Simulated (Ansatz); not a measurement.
# K2S: the cost of one run

Method: DFT r²SCAN, frozen-core PAW, scalar-relativistic unless said, in Ansatz 0.2.0.

## 1. The system as given

The structure is cubic, space group Fm-3m (No. 225). The conventional cell has a = 7.391 Å, b = 7.391 Å, c = 7.391 Å, α = 90.00°, β = 90.00°, γ = 90.00°. Around K (site symmetry -43m) lie 4 S at 3.20 Å. S (site symmetry m-3m) is surrounded by 8 K at 3.20 Å.

Coordinates:

```xyz
3
Lattice="3.6955 3.6955 0.0000 -3.6955 3.6955 0.0000 0.0000 3.6955 3.6955" Properties=species:S:1:pos:R:3 pbc="T T T"
K    -1.8478    5.5433    1.8478
K     1.8478    5.5433    1.8478
S     0.0000    0.0000    0.0000
```

Cartesian axes are those of the input's lattice vectors. The structure goes back to a database entry.

## 2. Cell and atoms relaxed, PAW

The input, input.yaml:

```yaml
crystal:
  lattice:
    - [3.6955, 3.6955, 0.0]
    - [-3.6955, 3.6955, 0.0]
    - [0.0, 3.6955, 3.6955]
  atoms:
    - { symbol: K, position: [0.25, 0.75, 0.5] }
    - { symbol: K, position: [0.75, 0.25, 0.5] }
    - { symbol: S, position: [0.0, 0.0, 0.0] }
kpoints:
  mp_grid: { grid: [10, 10, 10] }
scf:
  occupations: { method: fermi_dirac, width: 0.08 }
hamiltonian:
  xc: r2scan
  pseudopotentials: { kind: paw }
relax:
  f_tol: 0.002
  max_steps: 80
  cell: {}
output:
  forces: true
  stress: true
```

On the command line:

```sh
> ansatz run input.yaml --threads 1 --pin off --max-ram 3072MiB --backend cpu --events-out ev --progress --plain --runs-dir out
```

Q: Estimate wall time and peak memory on 1 thread of Arm Neoverse V2, shared host.

About 29 s, with a peak of 0.68 GiB.
